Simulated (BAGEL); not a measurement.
# B3LYP/6-31G(d) (density fitting with cc-pvqz-jkfit, spherical functions) run of C4H6O2 (gamma-butyrolactone)

Aim: the energy change on altering one bond length of C4H6O2 (gamma-butyrolactone) at B3LYP/6-31G* (density fitting with cc-pvqz-jkfit, spherical functions), from 2 runs. 

The results are computed with BAGEL 1.2.2.

3 further runs of the same task are left out: 1 that didn't finish, 2 set aside as unsound or not needed. Runs told in other sessions of the task aren't counted.

## Step 1: The molecule

C4H6O2 has 12 atoms, charge 0, and is taken as a singlet. As SMILES, `O=C1CCCO1`. The shape is that of a PBE0-D4/def2-TZVP optimisation. This is one conformer, not always the lowest.

Bond lengths: O1–C2 1.192 Å, C2–C3 1.514 Å, C3–C4 1.519 Å, C4–C5 1.524 Å, C2–O6 1.353 Å, C5–O6 1.428 Å, C3–H7 1.095 Å, C3–H8 1.088 Å, C4–H9 1.092 Å, C4–H10 1.090 Å, C5–H11 1.095 Å, C5–H12 1.090 Å. Some angles: O1–C2–C3 128.5°, O1–C2–O6 122.4°, C3–C2–O6 109.1°, C2–C3–C4 103.5°, C3–C4–C5 101.7°, C4–C5–O6 105.6°, C2–O6–C5 110.9°, C2–C3–H7 107.4°, C2–C3–H8 110.2°, C4–C3–H7 112.2°.

## Step 2: The energy at B3LYP/6-31G(d) (density fitting with cc-pvqz-jkfit, spherical functions)

The input, input.json:

```json
{ "bagel": [

{
  "title": "molecule",
  "basis": "6-31gs.json",
  "df_basis": "cc-pvqz-jkfit",
  "angstrom": true,
  "geometry": [
    { "atom": "O", "xyz": [      -1.440210,      -0.707370,       2.069640 ] },
    { "atom": "C", "xyz": [      -0.866880,      -0.389070,       1.074120 ] },
    { "atom": "C", "xyz": [       0.613050,      -0.479620,       0.768280 ] },
    { "atom": "C", "xyz": [       0.783000,       0.434100,      -0.432930 ] },
    { "atom": "C", "xyz": [      -0.597980,       0.360380,      -1.073780 ] },
    { "atom": "O", "xyz": [      -1.509320,       0.126420,       0.000950 ] },
    { "atom": "H", "xyz": [       0.834950,      -1.524410,       0.528240 ] },
    { "atom": "H", "xyz": [       1.196220,      -0.211880,       1.647420 ] },
    { "atom": "H", "xyz": [       0.991940,       1.455610,      -0.107200 ] },
    { "atom": "H", "xyz": [       1.573870,       0.128000,      -1.117440 ] },
    { "atom": "H", "xyz": [      -0.676290,      -0.470800,      -1.782070 ] },
    { "atom": "H", "xyz": [      -0.902350,       1.278630,      -1.575250 ] }
  ]
},

{
  "title": "ks",
  "xc_func": "b3lyp"
},

{
  "title": "print",
  "file": "orbitals.molden",
  "orbitals": true
}

]}
```

The basis set 6-31G* is read from a file made from the Basis Set Exchange's data (not shown).

Started as:

```bash
$ BAGEL_NUM_THREADS=1 BAGEL input.json > input.out
```

The program printed:

```text
* using 1 threads per process

  ===============================================================
  ===============================================================

  *** Geometry ***

  { "atom" : "O", "xyz" : [     -2.721602,     -1.336736,      3.911053 ] },
  { "atom" : "C", "xyz" : [     -1.638166,     -0.735236,      2.029793 ] },
  { "atom" : "C", "xyz" : [      1.158497,     -0.906350,      1.451839 ] },
  { "atom" : "C", "xyz" : [      1.479656,      0.820330,     -0.818119 ] },
  { "atom" : "C", "xyz" : [     -1.130018,      0.681020,     -2.029150 ] },
  { "atom" : "O", "xyz" : [     -2.852201,      0.238899,      0.001795 ] },
  { "atom" : "H", "xyz" : [      1.577827,     -2.880717,      0.998229 ] },
  { "atom" : "H", "xyz" : [      2.260528,     -0.400395,      3.113173 ] },
  { "atom" : "H", "xyz" : [      1.874495,      2.750704,     -0.202579 ] },
  { "atom" : "H", "xyz" : [      2.974183,      0.241885,     -2.111656 ] },
  { "atom" : "H", "xyz" : [     -1.278003,     -0.889683,     -3.367624 ] },
  { "atom" : "H", "xyz" : [     -1.705194,      2.416261,     -2.976791 ] },

  Number of auxiliary basis functions:      942

  Since a DF basis is specified, we compute 2- and 3-index integrals:
    o Being stored without compression. Storage requirement is 0.069 GB

  Number of basis functions:       96
  Number of electrons      :       46

    * METHOD: MOLECULE                             1.25

  *** Kohn-Sham DFT ***

    * Removing 26549 points whose weight is below 1.00e-10
    * Grid points: 152323

  === Nuclear Repulsion ===
   242.0217485082

       - DIIS with orbital gradients will be used.

  === KS iteration (b3lyp / 6-31gs.json) ===
      0       -258.31986819          0.14340638           0.85
      1       -220.60346359          0.16034421           0.79
      2       -201.77482210          0.17084201           0.82
      3       -278.16698959          0.16062955           0.82
      4       -292.14828377          0.12339290           0.80
      5       -301.81861864          0.07426796           0.81
      6       -298.08045139          0.10871534           0.82
      7       -265.83027486          0.17568709           0.81
      8       -306.00199200          0.02870707           0.79
      9       -304.98699170          0.05182377           0.82
     10       -306.44269478          0.00860575           0.81
     11       -306.47711163          0.00412140           0.78
     12       -306.48627240          0.00070175           0.82
     13       -306.48649152          0.00033821           0.82
     14       -306.48656460          0.00004838           0.78
     15       -306.48656563          0.00002498           0.80
     16       -306.48656593          0.00000873           0.81
     17       -306.48656597          0.00000323           0.82
     18       -306.48656597          0.00000192           0.79
     19       -306.48656597          0.00000026           0.81
     20       -306.48656597          0.00000012           0.82
     21       -306.48656597          0.00000004           0.78
     22       -306.48656597          0.00000001           0.81
     23       -306.48656597          0.00000001           0.81
    * SCF iteration converged.

    * Permanent dipole moment:
           (   -1.256195,    -0.288540,     1.166988) a.u.

    * METHOD: KS                                  20.55

    * METHOD: PRINT                                0.02

  ===============================================================
```

It took 22 s on 1 thread of Arm Neoverse V1, shared host; peak memory 0.69 GiB.

## Step 3: The distorted shape

The input, input.json:

```json
{ "bagel": [

{
  "title": "molecule",
  "basis": "6-31gs.json",
  "df_basis": "cc-pvqz-jkfit",
  "angstrom": true,
  "geometry": [
    { "atom": "O", "xyz": [   -1.527694,   -0.747535,    1.937756 ] },
    { "atom": "C", "xyz": [   -0.954364,   -0.429235,    0.942236 ] },
    { "atom": "C", "xyz": [    0.525566,   -0.519785,    0.636396 ] },
    { "atom": "C", "xyz": [    0.695516,    0.393935,   -0.564814 ] },
    { "atom": "C", "xyz": [   -0.685464,    0.320215,   -1.205664 ] },
    { "atom": "O", "xyz": [   -1.596804,    0.086255,   -0.130934 ] },
    { "atom": "H", "xyz": [    0.747466,   -1.564575,    0.396356 ] },
    { "atom": "H", "xyz": [    1.196220,   -0.211880,    1.647420 ] },
    { "atom": "H", "xyz": [    0.904456,    1.415445,   -0.239084 ] },
    { "atom": "H", "xyz": [    1.486386,    0.087835,   -1.249324 ] },
    { "atom": "H", "xyz": [   -0.763774,   -0.510965,   -1.913954 ] },
    { "atom": "H", "xyz": [   -0.989834,    1.238465,   -1.707134 ] }
  ]
},
{ "title": "ks", "xc_func": "b3lyp" },
{ "title": "print", "file": "orbitals.molden", "orbitals": true }

]}
```

The basis set 6-31G* is read from a file made from the Basis Set Exchange's data (not shown).

Started as:

```bash
$ BAGEL_NUM_THREADS=1 BAGEL input.json > input.out
```

The program printed:

```text
* using 1 threads per process

  ===============================================================
  ===============================================================

  *** Geometry ***

  { "atom" : "O", "xyz" : [     -2.886923,     -1.412636,      3.661828 ] },
  { "atom" : "C", "xyz" : [     -1.803487,     -0.811137,      1.780568 ] },
  { "atom" : "C", "xyz" : [      0.993176,     -0.982251,      1.202614 ] },
  { "atom" : "C", "xyz" : [      1.314335,      0.744429,     -1.067344 ] },
  { "atom" : "C", "xyz" : [     -1.295339,      0.605119,     -2.278375 ] },
  { "atom" : "O", "xyz" : [     -3.017522,      0.162998,     -0.247429 ] },
  { "atom" : "H", "xyz" : [      1.412506,     -2.956618,      0.749004 ] },
  { "atom" : "H", "xyz" : [      2.260528,     -0.400395,      3.113173 ] },
  { "atom" : "H", "xyz" : [      1.709174,      2.674803,     -0.451803 ] },
  { "atom" : "H", "xyz" : [      2.808862,      0.165984,     -2.360880 ] },
  { "atom" : "H", "xyz" : [     -1.443324,     -0.965584,     -3.616849 ] },
  { "atom" : "H", "xyz" : [     -1.870515,      2.340360,     -3.226016 ] },

  Number of auxiliary basis functions:      942

  Since a DF basis is specified, we compute 2- and 3-index integrals:
    o Being stored without compression. Storage requirement is 0.069 GB

  Number of basis functions:       96
  Number of electrons      :       46

    * METHOD: MOLECULE                             1.25

  *** Kohn-Sham DFT ***

    * Removing 26346 points whose weight is below 1.00e-10
    * Grid points: 152526

  === Nuclear Repulsion ===
   241.2960033674

       - DIIS with orbital gradients will be used.

  === KS iteration (b3lyp / 6-31gs.json) ===
      0       -258.34851245          0.14356040           0.84
      1       -220.77628912          0.15936688           0.81
      2       -202.20984835          0.17043848           0.78
      3       -278.95180206          0.16306767           0.81
      4       -292.96293333          0.11682312           0.81
      5       -301.90206850          0.07331473           0.78
      6       -298.06139831          0.11022928           0.80
      7       -263.97962752          0.18648612           0.81
      8       -306.01544698          0.02845612           0.81
      9       -304.61092383          0.05733761           0.79
     10       -306.44487994          0.00731494           0.81
     11       -306.45945096          0.00517893           0.81
     12       -306.47448519          0.00070940           0.77
     13       -306.47474836          0.00023625           0.81
     14       -306.47478165          0.00006313           0.81
     15       -306.47478323          0.00003622           0.79
     16       -306.47478397          0.00000418           0.80
     17       -306.47478398          0.00000169           0.81
     18       -306.47478398          0.00000168           0.81
     19       -306.47478398          0.00000023           0.78
     20       -306.47478398          0.00000010           0.81
     21       -306.47478398          0.00000003           0.81
     22       -306.47478398          0.00000001           0.78
    * SCF iteration converged.

    * Permanent dipole moment:
           (   -1.236659,    -0.291200,     1.196206) a.u.

    * METHOD: KS                                  19.62

    * METHOD: PRINT                                0.02

  ===============================================================
```

Run time: 21 s. Hardware: 1 thread of Arm Neoverse V1, shared host; peak memory 0.69 GiB.

## Step 4: Outcome

Level: B3LYP/6-31G* (density fitting with cc-pvqz-jkfit, spherical functions).

| quantity | value |
| --- | --- |
| first shape: total energy | -306.48657 Eh |
| first shape: dipole moment | 4.42 D |
| first shape: HOMO energy | -7.19 eV |
| first shape: LUMO energy | 0.46 eV |
| first shape: HOMO–LUMO gap | 7.65 eV |
| distorted shape: total energy | -306.47478 Eh |
| distorted shape: dipole moment | 4.44 D |
| distorted shape: HOMO energy | -7.19 eV |
| distorted shape: LUMO energy | 0.34 eV |
| distorted shape: HOMO–LUMO gap | 7.53 eV |
| energy change with the C3–H8 bond stretched from 1.088 to 1.252 Å | 0.321 eV |

With the C3–H8 bond stretched from 1.088 to 1.252 Å the energy rises by 0.32 eV (30.9 kJ/mol). The first shape isn't relaxed at this level, so the change isn't measured from a minimum.
